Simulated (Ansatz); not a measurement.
Predict the output of the script below (the Ansatz DFT code, driven from Python).

`walk_nai.py`:
```python
"""Move one atom of NaI step by step, each SCF seeded by the last."""

import ansatz as az
import numpy as np

cell = (
    az.Lattice.of((0.0, 3.2364, 3.2364), (3.2364, 0.0, 3.2364), (3.2364, 3.2364, 0.0))
    .atom("Na", (0.0, 0.0, 0.0))
    .atom("I", (0.5, 0.5, 0.5))
)

start = np.array(cell.resolved().sites[1].position)
previous, rows = None, []
for step in range(5):
    target = start + step * 0.01 * np.eye(3)[0]
    job = (
        cell.move(1, to=target).calculation()
        .functional("pbesol")
        .kpoints(4, 4, 4)
        .basis(470)
        .occupations("Fixed")
        .forces()
    )
    session = job.session()
    if previous is not None:
        session.seed_next_step(previous)
    previous = session.plan(retain="wavefunctions").execute()
    r = previous.report
    shift = float(np.linalg.norm((target - start) @ np.array(r["lattice"]["cell_ang"])))
    rows.append((step, shift, r["lagrangian_ev"], float(np.linalg.norm(r["forces_ev_ang"][1])), r["n_iterations"], r["n_symmetry_ops"]))
rows = [(row[0], row[1], 1000 * (row[2] - rows[0][2]), *row[3:]) for row in rows]
print("          step         moved A          dE meV  force on it eV/A      iterations  symmetry operations")
for row in rows:
    print(f"{str(row[0]):>14s}  {row[1]:14.4f}  {row[2]:14.3f}  {row[3]:16.4f}  {row[4]:14d}  {row[5]:19d}")
```

```console
$ python walk_nai.py
          step         moved A          dE meV  force on it eV/A      iterations  symmetry operations
             0          0.0000           0.000            0.0000               6                   48
             1          0.0458           0.871            0.0381               5                    4
             2          0.0915           3.497            0.0768               5                    4
             3          0.1373           7.913            0.1164               5                    4
             4          0.1831          14.176            0.1576               5                    4
```

Reading the output:
- The k-point mesh is coarse, and energy and stress weren't tested for convergence.
- The starting cell is as deposited in a crystallographic database; the results hold for this polymorph, which needn't be the stable one.
- The first step keeps the crystal's symmetry; the moved atom lowers it.
- Hardware and time: 9.9 s on 1 thread of Arm Neoverse V2, on a shared host, peak memory 0.4 GiB.

(Lines on the test bed's own set-up are left out of the output.)
